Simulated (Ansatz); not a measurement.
# P: one contact scaled

One table from this session's results is given with a row withheld; the runs are named, their logs left out.

Computed with Ansatz 0.2.0 (DFT, PBE, all-electron LAPW, scalar-relativistic, unless a step's input says otherwise).

2 further runs of the same task are left out: 2 that didn't finish.

## The system as given

The structure is cubic, space group Fd-3m (No. 227). The conventional cell has a = 5.313 Å, b = 5.313 Å, c = 5.313 Å, α = 90.00°, β = 90.00°, γ = 90.00°. P (site symmetry -43m) has 4 P at 2.30 Å as nearest neighbours.

As a file:

```cif
data_structure
_symmetry_space_group_name_H-M 'Fd-3m:1'
_symmetry_Int_Tables_number 227
_cell_length_a 5.3133
_cell_length_b 5.3133
_cell_length_c 5.3133
_cell_angle_alpha 90.000
_cell_angle_beta 90.000
_cell_angle_gamma 90.000
_cell_volume 150.00
loop_
_atom_site_label
_atom_site_type_symbol
_atom_site_symmetry_multiplicity
_atom_site_Wyckoff_symbol
_atom_site_fract_x
_atom_site_fract_y
_atom_site_fract_z
_atom_site_occupancy
P1 P 8 b 0.00000 0.50000 0.00000 1
```

The file gives the conventional cell by its symmetry; the runs use the cell typed in the input.

Atoms are numbered in the order of the input: P1, P2.

The first run:

Input file input.yaml:

```yaml
crystal:
  lattice:
    - [0.0, 2.656646423, 2.656646423]
    - [2.656646423, 0.0, 2.656646423]
    - [2.656646423, 2.656646423, 0.0]
  atoms:
    - { symbol: P, position: [-0.125, -0.125, -0.125] }
    - { symbol: P, position: [0.125, 0.125, 0.125] }
kpoints:
  mp_grid: { grid: [10, 10, 10] }
scf:
  occupations: { method: fermi_dirac, width: 0.05 }
hamiltonian:
  xc: pbe
  pseudopotentials: { kind: all_electron, lapw: { basis_error: 0.001 } }
output:
  forces: true
  stress: true
  eigenvalues: true
  populations: true
```

Started as:

```console
$ ansatz run input.yaml --threads 1 --pin off --max-ram 2048MiB --backend cpu --events-out ev --progress --plain --runs-dir out
```

Among the steps run: The bond as given, LAPW; Shortest bond scaled by 1.1, LAPW; Shortest bond scaled by 0.88, LAPW; Shortest bond scaled by 0.64, LAPW; Shortest bond scaled by 0.58, LAPW.

One of the session's tables, all rows but one given; the rest of the session is left out.

| method | length (Å) | F from the given length (eV/cell) | force along the bond (eV/Å) | pressure (GPa) | largest force (eV/Å) |
| --- | --- | --- | --- | --- | --- |
| LAPW | 1.334 | 15.942 | 78.177 | 155.06 | 78.177 |
| LAPW | 1.472 | 7.789 | 42.837 | 95.64 | 42.837 |
| LAPW | 2.025 | 0.151 | 1.111 | 7.40 | 1.111 |
| LAPW | 2.301 | 0.000 | 0.000 | 4.63 | 0.000 |
| LAPW | 2.531 | 0.070 | -0.630 | 5.64 | 0.630 |
| PAW | 1.334 | 15.948 | 77.936 | 154.57 | 77.936 |
| PAW | 1.472 | 7.804 | 42.864 | 95.65 | 42.864 |
| PAW | 2.025 | 0.151 | 1.114 | 7.40 | 1.114 |
| PAW | 2.301 | 0.000 | 0.000 | 4.62 | 0.000 |
| PAW | 2.531 | ? | ? | ? | ? |
| PAW (partial_waves polarizable) | 1.334 | – | 77.940 | 154.58 | 77.940 |

Q: Estimate the row for PAW, 2.531 from the others.

As computed: F from the given length (eV/cell): 0.070; force along the bond (eV/Å): -0.629; pressure (GPa): 5.63; largest force (eV/Å): 0.629.
